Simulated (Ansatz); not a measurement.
Crystal: CuO.

```
CELL_PARAMETERS angstrom
3.42205 0.00000 0.00000
0.00000 3.42205 0.00000
0.00000 0.00000 4.26046
ATOMIC_POSITIONS crystal
Cu 0.00000 0.50000 0.00000
Cu 0.50000 0.00000 0.50000
O 0.00000 0.00000 0.25000
O 0.00000 0.00000 0.75000
```

Measurements of this composition are mostly on another form, of space group No. 15.

A run of Ansatz 0.2.0 on this cell left the log below. Logs are shortened: lines on timing, memory, paths and dates and some standing lists are left out, and cuts for length are marked.

```text
Warning: RAYON_NUM_THREADS=2 ignored (pool sized by the plan → 2); use --threads N
scf.n_extra_bands = 10 over 25 filled bands (N_el = 50.0): the run solves 35 bands
Engine: ansatz 0.2.0, aarch64-unknown-linux-gnu
Pseudopotentials: kind: nc
Pseudopotential: Cu, nc, valence charge 19, recommended cutoff 1251.723767 eV (normal), Cu.nc.azcp
Pseudopotential: O, nc, valence charge 6, recommended cutoff 1240 eV (normal), O.nc.azcp
Functional definition: PBE
  parameter kappa = 0.804
  parameter beta = 0.06672455060314922
  exchange = pbe_x(kappa = kappa, mu = beta*pi^2/3)
  correlation = pbe_c(beta = beta)
Crystal: 4 atoms, lattice volume = 49.892 Å³
Basis set: ecut = 1251.723767 eV, 5021 PW (Γ), exchange–correlation on 80×80×100 points (8 copies of the dense FFT grid, shifted against one another)
Bands: 35, of which v1, the nominal top of the filled ones, is band 25 counted from 1 (24 counted from 0)
Symmetry: 16 space group operations
Space group: P42/mmc (ITA 131), of the structure as read, at distance tolerance 3.7e-5 Å
k-points: 60 of 384
Non-local potential: Cu, projectors of the file, l = 0: 2, l = 1: 2, l = 2: 2, l = 3: 1
Non-local potential: O, projectors of the file, l = 0: 2, l = 1: 2, l = 2: 1
Initial density: superposition of atomic densities (chi_scale 0.1, normalization cell, long waves kept (reshape's long-wave potential 0.01 eV rms))
Initial wavefunctions: pseudopotential atomic-orbital guess
Functional: x = pbe(κ = 0.804, μ = 0.2195149727645171), c = pbe(β = 0.06672455060314922)
SCF iter   1: F=—  HF=-11252.177450 eV  |F-HF|=—  |Δ(HF+E_count)|=         —  Δρ=1.07e-1  dr2=3.19e0  ethr=3.10e-3  ⟨swp⟩=5.5  Hψ=8195  notcnv=0  defer=20
preconditioner: auto → LDOS  [metal: Δε(μ)=0.034 eV  Ē_g=14.135 eV  σ=0.050 eV  W_gap=0.17  n_scr=18 (ndim 8)  ℏωp=30.7 eV  f_vac=0.078  D(μ)=3.32/eV (n_scr^D=28)  β→1.0]
SCF iter   2: F=—  HF=-11251.645513 eV  |F-HF|=—  |Δ(HF+E_count)|=   5.32e-1  Δρ=3.92e-2  dr2=3.58e-1  ethr=3.10e-3  ⟨swp⟩=3.0  Hψ=4440  notcnv=0  defer=203
SCF iter   3: F=—  HF=-11251.642631 eV  |F-HF|=—  |Δ(HF+E_count)|=   2.88e-3  Δρ=2.09e-2  dr2=1.38e-1  ethr=7.17e-4  ⟨swp⟩=2.6  Hψ=3594  notcnv=0  defer=198
SCF iter   4: F=—  HF=-11251.621436 eV  |F-HF|=—  |Δ(HF+E_count)|=   2.12e-2  Δρ=9.94e-3  dr2=1.78e-2  ethr=2.75e-4  ⟨swp⟩=2.2  Hψ=2888  notcnv=0  defer=198
SCF iter   5: F=—  HF=-11251.620338 eV  |F-HF|=—  |Δ(HF+E_count)|=   1.10e-3  Δρ=1.43e-3  dr2=3.23e-4  ethr=3.55e-5  ⟨swp⟩=2.0  Hψ=2866  notcnv=0  defer=198
SCF iter   6: F=—  HF=-11251.620317 eV  |F-HF|=—  |Δ(HF+E_count)|=   2.07e-5  Δρ=8.29e-5  dr2=1.22e-6  ethr=6.46e-7  ⟨swp⟩=2.2  Hψ=3227  notcnv=0  defer=195
SCF iter   7: F=—  HF=-11251.619775 eV  |F-HF|=—  |Δ(HF+E_count)|=   5.41e-4  Δρ=1.73e-5  dr2=2.81e-8  ethr=2.00e-10  ⟨swp⟩=10.0  Hψ=11441  notcnv=0
SCF iter   8: F=-11251.619775 eV  HF=-11251.619775 eV  |F-HF|=1.64e-11  |Δ(HF+E_count)|=  4.73e-11  Δρ=1.76e-6  dr2=2.61e-10  ethr=5.61e-11  ⟨swp⟩=2.1  Hψ=6712  notcnv=0
SCF 1 converged in 8 iterations: F = -11251.619775 eV  dr2 = 2.61e-10
NSCF: frozen V_eff on 129 k-points
SCF converged after 8 iterations
Free energy (F): -11251.619775 eV
Harris-Foulkes:  -11251.619775 eV  (|F-HF|=1.64e-11)
Internal energy: -11251.600124 eV  (E = F + TS)
E sigma→0 (E₀):  -11251.609950 eV
Entropy (-TS):   -0.019652 eV (-4.913 meV/atom)
Fermi energy:    9.535070 eV
--- Per-component energies (eV) ---
  E_band       = -981.545969
  E_kinetic    = 5374.486449
  E_local      = -11074.715786  (includes V_loc(G=0)·N_el)
  E_nonlocal   = -1988.967941
  E_hartree    = 4137.356765
  E_xc         = -1520.990576
  E_vxc        = -1567.062707  (∫ρ·V_xc dr)
  E_ewald      = -6178.769034
  E_smearing   = -0.019652  (= −TS)
  E_closure    = 0.000000  (closes the sum)
  Σ components = -11251.619775   (vs F -11251.619775, Δ=0.00e0)
--- Forces (eV/Å), atoms counted from 1 ---
  atom   1  Cu     0.00000000     0.00000000     0.00000000
  atom   2  Cu     0.00000000    -0.00000000     0.00000000
  atom   3  O      0.00000000     0.00000000     0.00000000
  atom   4  O      0.00000000     0.00000000     0.00000000
  max |Σ_I F_I| component: 5.17e-28 eV/Å
--- Stress (GPa, compression-positive) ---
      -14.742175       0.000000       0.000000
        0.000000     -14.742175       0.000000
        0.000000       0.000000      21.211261
  P = ⅓ Tr σ = -2.7577 GPa (-27.577 kbar)
--- Band table (eV; the first three rows and the last of 60) ---
  k-point 0: bands = ["-102.9079", "-102.9074", "-60.4368", "-60.4368", "-60.3104", "-60.3055", "-60.1158", "-60.1158", "-10.5368", "-7.7484", "1.6414", "4.2902", "4.2902", "4.8162", "4.8162", "5.9158", "6.8234", "7.0514", "7.2564", "7.3695", "7.3695", "7.3703", "8.3101", "9.9664", "10.0265", "10.1925", "10.1925", "15.6594", "16.7079", "19.1860", "20.7486", "20.7486", "22.7359", "22.9739", "22.9739"]
  k-point 1: bands = ["-102.9078", "-102.9074", "-60.4368", "-60.4368", "-60.3101", "-60.3058", "-60.1158", "-60.1158", "-10.3994", "-8.0190", "2.1294", "4.1656", "4.1656", "4.9676", "4.9676", "6.0252", "6.8392", "7.0727", "7.1689", "7.3488", "7.4344", "7.4344", "8.2451", "9.0353", "10.0356", "10.0356", "10.6434", "14.2648", "17.6464", "20.2808", "20.8717", "20.8717", "21.9463", "23.0085", "23.0085"]
  k-point 2: bands = ["-102.9077", "-102.9075", "-60.4368", "-60.4368", "-60.3092", "-60.3067", "-60.1158", "-60.1158", "-10.0007", "-8.6618", "3.3903", "4.0057", "4.0057", "5.1778", "5.1778", "6.1798", "6.7158", "6.8468", "7.1308", "7.2902", "7.6022", "7.6022", "8.0710", "8.1293", "9.6910", "9.6910", "11.1465", "12.7864", "18.3909", "20.5363", "21.1620", "21.1620", "22.9340", "22.9868", "22.9868"]
  k-point 59: bands = ["-102.9075", "-102.9075", "-60.4385", "-60.4385", "-60.3077", "-60.3077", "-60.1168", "-60.1168", "-9.0778", "-9.0778", "3.8279", "3.8279", "4.1315", "4.1315", "5.4581", "5.4581", "6.9237", "6.9237", "7.1052", "7.1052", "7.8344", "7.8344", "7.9943", "7.9943", "8.3809", "8.3809", "13.1103", "13.1103", "17.8358", "17.8358", "18.6576", "18.6576", "25.4136", "25.4136", "28.1579"]
```

Task: Write the input and the command behind it.

Result: Band structure with PBE, no spin polarisation. The files as run (others can give the same):

input.yaml
```yaml
crystal:
  lattice:
    - [3.42205097, 0.0, 0.0]
    - [0.0, 3.42205097, 0.0]
    - [0.0, 0.0, 4.26046148]
  atoms:
    - { symbol: Cu, position: [0.0, 0.5, 0.0] }
    - { symbol: Cu, position: [0.5, 0.0, 0.5] }
    - { symbol: O, position: [0.0, 0.0, 0.25] }
    - { symbol: O, position: [0.0, 0.0, 0.75] }
hamiltonian:
  xc: pbe
  pseudopotentials: { kind: nc }
kpoints:
  mp_grid: { grid: [8, 8, 6] }
  band_path:
    path:
      - [[0.0, 0.0, 0.0], [0.0, 0.5, 0.0], [0.5, 0.5, 0.0], [0.0, 0.0, 0.0], [0.0, 0.0, 0.5], [0.0, 0.5, 0.5], [0.5, 0.5, 0.5], [0.0, 0.0, 0.5]]
      - [[0.0, 0.5, 0.0], [0.0, 0.5, 0.5]]
      - [[0.5, 0.5, 0.0], [0.5, 0.5, 0.5]]
    npoints: 14
scf:
  occupations: { method: fermi_dirac, width: 0.05 }
  n_extra_bands: 10
output:
  forces: true
  stress: true
  eigenvalues: true
  fatbands: false
```

Potentials or basis: Ansatz NC.
Launch:
```bash
$ ansatz run input.yaml --threads 2 --pin off --max-ram 5632MiB --backend cpu --events-out ev --progress --plain --runs-dir out
```

Caveat: the run has no spin polarisation, though such a crystal can be magnetic; semilocal functionals often make such compounds metallic where correlation or magnetic order opens a gap, which also shifts bond lengths.
